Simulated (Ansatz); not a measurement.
# Al (Fm-3m) in Ansatz: a series of runs

One crystal, Al, is run at these levels: SVWN5; tasks: single point, equation of state.

Program: Ansatz 0.2.0. These are calculated values, not measurements. Logs are shortened: lines on timing, memory, paths and dates and some standing lists are left out, and cuts for length are marked.

**Experimental background.**

“The interpretation of polycrystalline coherent inelastic neutron scattering from aluminium”, 2013, pmc:3831299 quotes, for a bulk crystal of Al: bulk modulus 76.9 GPa.

How close the calculation comes is told below.

### 1 The structure

Symmetry: Fm-3m, No. 225, cubic system. Conventional cell: a = 4.050 Å, b = 4.050 Å, c = 4.050 Å, α = 90.00°, β = 90.00°, γ = 90.00°. Al (site symmetry m-3m) has 12 Al at 2.86 Å as nearest neighbours.

### 2 Single point, SVWN5, 15.61 Å³/atom (volume scaled by 0.94)

The input, input.yaml:

```yaml
crystal:
  lattice:
    - [0.0, 1.9834708509, 1.9834708509]
    - [1.9834708509, 0.0, 1.9834708509]
    - [1.9834708509, 1.9834708509, 0.0]
  atoms:
    - { symbol: Al, position: [0.0, 0.0, 0.0] }
hamiltonian:
  xc: { exchange: slater, correlation: vwn5 }
  pseudopotentials: { kind: paw }
kpoints:
  mp_grid: { grid: [11, 11, 11] }
scf:
  occupations: { method: fermi_dirac, width: 0.05 }
output:
  forces: true
  stress: true
  eigenvalues: true
```

Potentials or basis: Ansatz PAW.

On the command line:

```sh
> ansatz run input.yaml --threads 2 --pin off --max-ram 5120MiB --backend cpu --events-out ev --progress --plain --runs-dir out
```

Standard output:

```text
Warning: RAYON_NUM_THREADS=2 ignored (pool sized by the plan → 2); use --threads N
Engine: ansatz 0.2.0, aarch64-unknown-linux-gnu
Pseudopotentials: kind: paw
Pseudopotential: Al, paw, valence charge 3, recommended cutoff 420 eV (normal), Al.paw.azcp
Functional definition: unnamed
  exchange = slater_x
  correlation = vwn5_c
Crystal: 1 atoms, lattice volume = 15.607 Å³
Basis set: ecut = 420 eV, 307 PW (Γ)
Bands: 6, of which v1, the nominal top of the filled ones, is band 2 counted from 1 (1 counted from 0)
Symmetry: 48 space group operations
Space group: Fm-3m (ITA 225), of the structure as read, at distance tolerance 2.5e-5 Å
k-points: 56 of 1331
Non-local potential: Al, projectors of the file, l = 0: 2, l = 1: 2, l = 2: 1
PAW form: soft (Blöchl's): semilocal exchange-correlation on the pseudo side does not see the compensation charge
PAW frozen core: Al, regenerated for the run's functional, and the local potential with it (the file was generated under x = pbe(κ = 0.804, μ = 0.2195149727645171), c = pbe(β = 0.06672455060314922))
PAW one-centre angular grid: Al, 110 points (default); XC on 64 Gauss nodes
Initial density: superposition of atomic densities (neutral atoms: chi_scale 0, normalization atom), corrected by the library's trained network
Initial wavefunctions: pseudopotential atomic-orbital guess
Functional: x = slater, c = vwn5
SCF iter   1: F=—  HF=-513.011032 eV  |F-HF|=—  |Δ(HF+E_count)|=         —  Δρ=3.61e-3  dr2=1.90e-3  ethr=1.77e-3  ⟨swp⟩=4.9  Hψ=3013  notcnv=0
preconditioner: auto → none  [metal: Δε(μ)=0.051 eV  Ē_g=13.606 eV  σ=0.050 eV  W_gap=0.25  n_scr=0 (ndim 8)  ℏωp=16.3 eV  f_vac=0.000  D(μ)=0.53/eV (n_scr^D=0)]
SCF iter   2: F=—  HF=-513.010354 eV  |F-HF|=—  |Δ(HF+E_count)|=   6.78e-4  Δρ=1.65e-3  dr2=3.82e-4  ethr=6.32e-5  ⟨swp⟩=1.0  Hψ=786  notcnv=0  defer=1
SCF iter   3: F=—  HF=-513.010195 eV  |F-HF|=—  |Δ(HF+E_count)|=   1.59e-4  Δρ=4.39e-5  dr2=1.57e-7  ethr=1.27e-5  ⟨swp⟩=2.0  Hψ=387  notcnv=0  defer=1
SCF iter   4: F=—  HF=-513.010195 eV  |F-HF|=—  |Δ(HF+E_count)|=   3.42e-7  Δρ=4.46e-6  dr2=1.94e-9  ethr=5.22e-9  ⟨swp⟩=1.1  Hψ=321  notcnv=0  defer=1
iter 5 did not close the SCF: its close was put off for the readings that it lacked (scf_convergence_deferred on its scf_iter line)
SCF iter   5: F=-513.010195 eV  HF=-513.010195 eV  |F-HF|=1.14e-13  |Δ(HF+E_count)|=  1.72e-10  Δρ=9.70e-8  dr2=5.51e-13  ethr=6.48e-11  ⟨swp⟩=1.9  Hψ=378  notcnv=0  defer=1
SCF iter   6: F=-513.010195 eV  HF=-513.010195 eV  |F-HF|=2.27e-13  |Δ(HF+E_count)|=  1.14e-12  Δρ=3.97e-9  dr2=1.18e-15  ethr=1.00e-12  ⟨swp⟩=2.4  Hψ=1151  notcnv=0
SCF 1 converged in 6 iterations: F = -513.010195 eV  dr2 = 1.18e-15
SCF converged after 6 iterations
Free energy (F): -513.010195 eV
Harris-Foulkes:  -513.010195 eV  (|F-HF|=2.27e-13)
Internal energy: -513.006271 eV  (E = F + TS)
E sigma→0 (E₀):  -513.008233 eV
Entropy (-TS):   -0.003924 eV (-3.924 meV/atom)
Fermi energy:    8.322140 eV
--- Per-component energies (eV) ---
  E_band       = 11.274244
  E_kinetic    = 23.681613
  E_local      = 10.130301  (includes V_loc(G=0)·N_el)
  E_nonlocal   = 11.086236
  E_hartree    = 0.108701
  E_xc         = -39.718486
  E_vxc        = -29.775360  (∫ρ·V_xc dr)
  E_paw        = -443.458222  (= ΣΔE_a)
  E_vpaw       = -4.065943  (= ΣTr[D̂ρ^β])
  E_aug_tail   = -0.000004  (compensation charges beyond the density's cutoff)
  E_ewald      = -74.891887
  E_core_change = 0.055478  (= ΣΔE_core)
  E_smearing   = -0.003924  (= −TS)
  E_closure    = 0.000000  (closes the sum)
  Σ components = -513.010195   (vs F -513.010195, Δ=0.00e0)
--- Forces (eV/Å), atoms counted from 1 ---
  atom   1  Al     0.00000000     0.00000000     0.00000000
  max |Σ_I F_I| component: 3.70e-32 eV/Å
--- Stress (GPa, compression-positive) ---
        1.150332      -0.000000       0.000000
        0.000000       1.150332      -0.000000
       -0.000000      -0.000000       1.150332
  P = ⅓ Tr σ = 1.1503 GPa (11.503 kbar)
--- Band table (eV; the first three rows and the last of 56) ---
  k-point 0: bands = ["-3.1632", "21.0776", "21.0776", "21.0776", "22.9584", "22.9584"]
  k-point 1: bands = ["-2.9308", "18.2302", "20.5227", "20.5227", "23.5808", "23.8582"]
  k-point 2: bands = ["-2.2361", "14.5130", "19.8264", "19.8264", "23.3428", "24.5841"]
  k-point 55: bands = ["6.8657", "7.1254", "8.6225", "10.6361", "22.5973", "25.5559"]
```

Wall time 0.52 s (2 threads of Arm Neoverse N1, shared host); peak memory 0.24 GiB.

What came out:

* Free energy: -513.0102 eV
* Pressure: 1.2 GPa
* Band gap on the k mesh: none (metal or under the smearing width)

Caveat: the PAW data sets come from PBE, with cores solved anew for the run's functional, which leaves a small shift of forces and pressure.

### 3 Single point, SVWN5, 15.94 Å³/atom (volume scaled by 0.96)

input.yaml, as its differences from that of step 2:

```diff
@@ -2,5 +2,5 @@
   lattice:
-    - [0.0, 1.9834708509, 1.9834708509]
-    - [1.9834708509, 0.0, 1.9834708509]
-    - [1.9834708509, 1.9834708509, 0.0]
+    - [0.0, 1.9974394157, 1.9974394157]
+    - [1.9974394157, 0.0, 1.9974394157]
+    - [1.9974394157, 1.9974394157, 0.0]
   atoms:
@@ -18 +18,5 @@
   eigenvalues: true
+  write_density: true
+  write_potential: true
+  elf: true
+  volumetric_format: npy
```

Potentials or basis: Ansatz PAW.

On the command line:

```sh
> ansatz run input.yaml --threads 2 --pin off --max-ram 5120MiB --backend cpu --events-out ev --progress --plain --runs-dir out
```

Run time: 0.66 s. Hardware: 2 threads of Arm Neoverse N1, shared host; peak memory 0.24 GiB.

Results (log left out):

```yaml
Free_energy: -513.0107 eV
Pressure: -0.7 GPa
Band_gap_on_the_k_mesh: none (metal or under the smearing width)
```

Caveat: the PAW data sets come from PBE, with cores solved anew for the run's functional, which leaves a small shift of forces and pressure.

### 4 Single point, SVWN5, 16.27 Å³/atom (volume scaled by 0.98)

The input, input.yaml:

```yaml
crystal:
  lattice:
    - [0.0, 2.0112152952, 2.0112152952]
    - [2.0112152952, 0.0, 2.0112152952]
    - [2.0112152952, 2.0112152952, 0.0]
  atoms:
    - { symbol: Al, position: [0.0, 0.0, 0.0] }
hamiltonian:
  xc: { exchange: slater, correlation: vwn5 }
  pseudopotentials: { kind: paw }
kpoints:
  mp_grid: { grid: [11, 11, 11] }
scf:
  occupations: { method: fermi_dirac, width: 0.05 }
output:
  forces: true
  stress: true
  eigenvalues: true
```

On the command line:

```sh
> ansatz run input.yaml --threads 2 --pin off --max-ram 5120MiB --backend cpu --events-out ev --progress --plain --runs-dir out
```

Wall time 0.59 s (2 threads of Arm Neoverse N1, shared host); peak memory 0.23 GiB.

The run converged. Its results:

* Free energy: -513.0076 eV
* Pressure: -2.3 GPa
* Band gap on the k mesh: none (metal or under the smearing width)

Caveat: the PAW data sets come from PBE, with cores solved anew for the run's functional, which leaves a small shift of forces and pressure.

### 5 Single point, SVWN5, 16.60 Å³/atom

input.yaml, as its differences from that of step 4:

```diff
@@ -2,5 +2,5 @@
   lattice:
-    - [0.0, 2.0112152952, 2.0112152952]
-    - [2.0112152952, 0.0, 2.0112152952]
-    - [2.0112152952, 2.0112152952, 0.0]
+    - [0.0, 2.024805, 2.024805]
+    - [2.024805, 0.0, 2.024805]
+    - [2.024805, 2.024805, 0.0]
   atoms:
```

On the command line:

```sh
> ansatz run input.yaml --threads 2 --pin off --max-ram 5120MiB --backend cpu --events-out ev --progress --plain --runs-dir out
```

Run time: 0.53 s. Hardware: 2 threads of Arm Neoverse N1, shared host; peak memory 0.24 GiB.

It converged, with:

```yaml
Free_energy: -513.0013 eV
Pressure: -3.7 GPa
Band_gap_on_the_k_mesh: none (metal or under the smearing width)
```

Caveat: the PAW data sets come from PBE, with cores solved anew for the run's functional, which leaves a small shift of forces and pressure.

### 6 Single point, SVWN5, 16.93 Å³/atom (volume scaled by 1.02)

input.yaml, as its differences from that of step 5:

```diff
@@ -2,5 +2,5 @@
   lattice:
-    - [0.0, 2.024805, 2.024805]
-    - [2.024805, 0.0, 2.024805]
-    - [2.024805, 2.024805, 0.0]
+    - [0.0, 2.0382146954, 2.0382146954]
+    - [2.0382146954, 0.0, 2.0382146954]
+    - [2.0382146954, 2.0382146954, 0.0]
   atoms:
```

Potentials or basis: Ansatz PAW.

On the command line:

```sh
> ansatz run input.yaml --threads 2 --pin off --max-ram 5120MiB --backend cpu --events-out ev --progress --plain --runs-dir out
```

Run time: 0.53 s. Hardware: 2 threads of Arm Neoverse N1, shared host; peak memory 0.24 GiB.

The run converged. Its results:

- Free energy: -512.9922 eV
- Pressure: -5.0 GPa
- Band gap on the k mesh: none (metal or under the smearing width)

Caveat: the PAW data sets come from PBE, with cores solved anew for the run's functional, which leaves a small shift of forces and pressure.

### 7 Single point, SVWN5, 17.27 Å³/atom (volume scaled by 1.04)

input.yaml, as its differences from that of step 6:

```diff
@@ -2,5 +2,5 @@
   lattice:
-    - [0.0, 2.0382146954, 2.0382146954]
-    - [2.0382146954, 0.0, 2.0382146954]
-    - [2.0382146954, 2.0382146954, 0.0]
+    - [0.0, 2.0514502267, 2.0514502267]
+    - [2.0514502267, 0.0, 2.0514502267]
+    - [2.0514502267, 2.0514502267, 0.0]
   atoms:
```

On the command line:

```sh
> ansatz run input.yaml --threads 2 --pin off --max-ram 5120MiB --backend cpu --events-out ev --progress --plain --runs-dir out
```

Run time: 0.56 s. Hardware: 2 threads of Arm Neoverse N1, shared host; peak memory 0.24 GiB.

The run converged. Its results:

| Quantity | Value |
| --- | --- |
| Free energy | -512.9806 eV |
| Pressure | -6.2 GPa |
| Band gap on the k mesh | none (metal or under the smearing width) |

Caveat: the PAW data sets come from PBE, with cores solved anew for the run's functional, which leaves a small shift of forces and pressure.

### 8 Single point, SVWN5, 17.60 Å³/atom (volume scaled by 1.06)

input.yaml, as its differences from that of step 7:

```diff
@@ -2,5 +2,5 @@
   lattice:
-    - [0.0, 2.0514502267, 2.0514502267]
-    - [2.0514502267, 0.0, 2.0514502267]
-    - [2.0514502267, 2.0514502267, 0.0]
+    - [0.0, 2.0645171409, 2.0645171409]
+    - [2.0645171409, 0.0, 2.0645171409]
+    - [2.0645171409, 2.0645171409, 0.0]
   atoms:
@@ -18 +18,5 @@
   eigenvalues: true
+  write_density: true
+  write_potential: true
+  elf: true
+  volumetric_format: npy
```

On the command line:

```sh
> ansatz run input.yaml --threads 2 --pin off --max-ram 5120MiB --backend cpu --events-out ev --progress --plain --runs-dir out
```

Wall time 0.7 s (2 threads of Arm Neoverse N1, shared host); peak memory 0.24 GiB.

The run converged. Its results:

| Quantity | Value |
| --- | --- |
| Free energy | -512.9668 eV |
| Pressure | -7.2 GPa |
| Band gap on the k mesh | none (metal or under the smearing width) |

Caveat: the PAW data sets come from PBE, with cores solved anew for the run's functional, which leaves a small shift of forces and pressure.

### 9 Equation of state, SVWN5

Potentials or basis: Ansatz PAW.

No new run: the results of the series are fitted here.

What came out:

```
Equilibrium volume                      : 15.81 Å³/atom
Bulk modulus                            : 86 GPa
Pressure derivative of the bulk modulus : 4.6
```

Energy against volume, from the lowest point:
```csv
volume (Å³/atom),energy (meV/atom)
15.607,0.47
15.939,0.00
16.271,3.09
16.603,9.34
16.935,18.44
17.267,30.04
17.599,43.85
```

### 10 Comparison with measurements

Step 9. A measured bulk modulus of Al is 76.9 GPa (quoted in “The interpretation of polycrystalline coherent inelastic neutron scattering from aluminium”, 2013, pmc:3831299); the calculated 86 GPa misses it by +11.4 %. The fit is for a static lattice scaled at fixed shape and fixed fractional positions. The cell as given is a measured one (16.60 Å³/atom); SVWN5 puts the equilibrium volume -4.8 % from it, thermal expansion not counted.
